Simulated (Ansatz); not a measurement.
# Direct or indirect: CaH2S2 sheet (P-3m1)

```xyz
5
Lattice="4.4122 0.0000 0.0000 -2.2061 3.8211 0.0000 0.0000 0.0000 20.3200" Properties=species:S:1:pos:R:3 pbc="T T T"
Ca    2.2061    1.2737   10.1600
S     0.0000    0.0000   11.4714
S     0.0000    2.5474    8.8486
H     0.0000    0.0000   12.8210
H     0.0000    2.5474    7.4990
```

Method: Ansatz, PBE, independent particles, without spin-orbit coupling, line width 0.15 eV (Gaussian). The band structure gives a fundamental gap of 3.85 eV. The spectrum of vertical transitions near the edge:

| E (eV) | absorbance (%), E ∥ xy |
| --- | --- |
| 3.36 | 0.00 |
| 3.48 | 0.00 |
| 3.60 | 0.01 |
| 3.72 | 0.12 |
| 3.84 | 0.46 |
| 3.96 | 0.79 |
| 4.08 | 0.82 |
| 4.20 | 0.77 |
| 4.32 | 1.46 |
| 4.44 | 3.76 |
| 4.56 | 5.53 |
| 4.68 | 5.74 |
| 4.80 | 6.04 |
| 4.92 | 6.22 |
| 5.04 | 6.32 |

**Question.** Is the gap direct or indirect, and about where do vertical transitions set in?

**Answer.** Direct: the band path has its least direct gap at the fundamental one, 3.85 eV, and the curves rise from there. Lines are broadened by 0.15 eV, which spreads the edge.

Cells made by substitution are models, which may or may not match a known phase.

[Logs are printed without paths, hosts, clocks, repeated set-up lines and the standing remarks that a program may print on its own settings, such as how far it seeks lower states.]
